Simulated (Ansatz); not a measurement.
Relaxed CsBr (CsCl type):

```
CsBr
1.0
    8.64696     0.00000     0.00000
    0.00000     4.32348     0.00000
    0.00000     0.00000     4.32348
Cs Br
2 2
Direct
  0.00000   0.00000   0.00000
  0.50000   0.00000   0.00000
  0.25000   0.50000   0.50000
  0.75000   0.50000   0.50000
```

Scan: atom 4 (Br, nearest neighbour Cs at 3.744 Å; its periodic images, 4.3 Å or more away, move with it) is displaced along Cartesian [111], direction (0.577, 0.577, 0.577) in Cartesian axes, by s. The other atoms stay.

These are r2SCAN (plane waves to 500 eV, PAW, scalar-relativistic; Ansatz, a program for electronic structure) values and carry that method's errors. k mesh 3×6×6 (Γ-centred), Fermi-Dirac smearing 0.05 eV. The energy includes the smearing's −TS. CsBr was relaxed with its symmetry unable to fall. The zero of ΔE is the undisplaced structure.

```tsv
s (Å)	ΔE (meV/cell)
-0.750	497
-0.600	276
-0.450	withheld
-0.300	57
-0.150	13
0.000	0
0.150	13
0.300	57
0.450	withheld
0.600	276
0.750	497
```

**Question.** Fit an even polynomial form (powers 2, 4) to the given rows and predict ΔE at s = 0.450.

**Answer.** Least squares on the 9 given rows: ΔE = (566.4)·s² + (562.8)·s⁴, in meV/cell with s in Å; root-mean-square residual 0.8 meV/cell. At 0.450 the fit gives 138 meV/cell; the calculation gives 139 meV/cell, so the interpolation is off by -1 (-0.7 %). The quadratic term alone would give 115 meV/cell.

(A displaced cell: forces are minus the slopes of the energy, force constants its curvatures, and phonons follow from these.)
